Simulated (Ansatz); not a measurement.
**What a trial cell of CuO relaxes into**

Level of theory: Ansatz 0.2.0, DFT r2SCAN, scalar-relativistic, plane waves, PAW. Cutoff 500 eV, Γ-centred k mesh, Gaussian smearing, collinear spin, first started from parallel moments.

CuO was placed on the zinc blende structure type (F-43m, No. 216), with Cu in place of Zn, O in place of S, at a guessed volume.

```
Cu O
1.0
     0.00000    2.24738    2.24738
     2.24738    0.00000    2.24738
     2.24738    2.24738    0.00000
Cu O
1 1
Direct
  0.00000 0.00000 0.00000
  0.75000 0.75000 0.75000
```

Cell and atoms relax at zero pressure; the relaxation can't lower the symmetry of the start.

The zero of energy is the elements' standard structures at the same level (O₂ as a molecule); no fitted shifts are applied.

Q: Describe the relaxed structure.

A: It keeps F-43m (No. 216). The result still has the zinc blende structure. Conventional cell: a = 4.479 Å. Around Cu lie 4 O at 1.94 Å; O is coordinated by 4 Cu at 1.94 Å.

Space group F-43m (No. 216). a = 4.479 Å, b = 4.479 Å, c = 4.479 Å, α = 90.00°, β = 90.00°, γ = 90.00°
```json
{"atom": "Cu", "site": "4a", "symmetry": "-43m", "x": "0.0000", "y": "0.0000", "z": "0.0000"}
{"atom": "O", "site": "4d", "symmetry": "-43m", "x": "0.2500", "y": "0.2500", "z": "0.7500"}
```

Q: What are its volume, energy, gap and moment?

A: The volume per atom is 11.23 Å³, the density is 5.88 g/cm³ and the energy over the elements is -0.54 eV/atom. The gap on the 22×22×22 mesh is 0 eV (a metal) and the net moment per atom is 0.46 μB. The largest site moment is 0.59 μB.

The final run used a 22×22×22 mesh on its 2-atom cell and 0.10 eV smearing. The k mesh leaves about 4 meV/atom of noise in metals. The magnetic state reached may not be the lowest. Symmetry constrained the relaxation, so the result can be a saddle point. The steps took of the order of 5 core-minutes in all.